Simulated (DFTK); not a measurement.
The system is Co.

```xyz
2
Lattice="2.4720 0.0000 0.0000 -1.2360 2.1408 0.0000 0.0000 0.0000 4.0211" Properties=species:S:1:pos:R:3 pbc="T T T"
Co    1.2360    0.7136    3.0159
Co    0.0000    1.4272    1.0053
```

Base run:

* Program: DFTK 0.8.2
* Functional: r2SCAN
* Potentials or basis: SG15 1.2 (PBE)
* Cutoff: 1225 eV
* k mesh: 9 × 9 × 5
* Occupations: fermi-dirac, width 0.05 eV
* Spin: collinear spin, ferromagnetic start
* Starting moments: [2.0, 2.0] μB

Its results: band gap on the k mesh none (metal or under the smearing width); pressure 0.9 GPa; net moment 3.58 μB per cell; site moments Co +1.79 μB.

The run is repeated on the same cell with these changes: functional from r2SCAN to PBEsol. What comes out?

Band gap on the k mesh none (metal or under the smearing width); pressure -6.8 GPa; net moment 3.08 μB per cell; site moments Co +1.54 μB.

Caveats: the potentials were made for another functional, which shifts forces and pressure.
